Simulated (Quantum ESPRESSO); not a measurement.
**SnTe: equation of state with rPW86PBE+rVV10**

The system is SnTe.

```xyz
2
Lattice="0.0000 3.1509 3.1509 3.1509 0.0000 3.1509 3.1509 3.1509 0.0000" Properties=species:S:1:pos:R:3 pbc="T T T"
Te    3.1509    3.1509    3.1509
Sn    0.0000    0.0000    0.0000
```

- Program: Quantum ESPRESSO 7.5
- Task: equation of state
- Functional: rPW86PBE
- Dispersion: rVV10
- Potentials or basis: PseudoDojo 0.4.1 SR PBE standard
- Cutoff: 1088 eV
- Density cutoff: 4354 eV
- k mesh: 7 × 7 × 7
- Occupations: fermi-dirac, width 0.05 eV
- Spin: no spin polarisation

* Equilibrium volume: 33.86 Å³/atom (rough: see the caveat)
* Bulk modulus: 40 GPa (rough)

Energy against volume, from the lowest point:
| volume (Å³/atom) | energy (meV/atom) |
| --- | --- |
| 29.404 | 92.48 |
| 30.030 | 65.31 |
| 30.656 | 43.46 |
| 31.281 | 26.46 |
| 31.907 | 13.79 |
| 32.532 | 5.11 |
| 33.158 | 0.00 |

All runs of the series together: 5 min on 1 thread of Arm Neoverse V1, on a shared host.

Caveat: the potentials were made for another functional, which shifts forces and pressure; this odd mesh misses L, where the gap lies, so gap, dielectric constants and Born charges aren't listed; the minimum lies outside the volumes run. Spin-orbit coupling is left out, which matters for the levels of Te.
